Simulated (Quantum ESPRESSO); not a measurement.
HfC, 4 atoms in the cell. The typed cell holds 4 atoms: a = 3.343 Å, b = 3.343 Å, c = 5.203 Å, α = 90.00°, β = 90.00°, γ = 120.00°. The cell comes from a database or a generator and needn't be the stable form of this composition. The cell isn't the ideal one: atoms moved at random, drawn with an rms of 0.05 Å.

- Program: Quantum ESPRESSO 7.5
- Task: single point
- Functional: PBEsol
- Potentials or basis: GBRV 1.5 PBEsol
- Cutoff: 612 eV
- Density cutoff: 4898 eV
- k mesh: 9 × 9 × 5
- Occupations: fermi-dirac, width 0.05 eV
- Spin: no spin polarisation
- Mixing beta: 0.5
- Most SCF iterations: 120
- SCF threshold: 8e-10 Ry

Potentials or basis: GBRV 1.5 PBEsol.

Command:

```console
$ OMP_NUM_THREADS=1 mpirun -n 2 pw.x -nk 2 -in pw.in > pw.out
```

Hardware: 2 MPI ranks on Arm Neoverse V2, with other jobs on the host.

Question: How long does it take, and how much memory?

Answer: Wall time 87 s on 2 MPI ranks on Arm Neoverse V2, with other jobs on the host, peak memory 0.5 GiB a rank. Counts: scf iterations 12, k pools 2, bands 24, k points 203, g dense 39185.
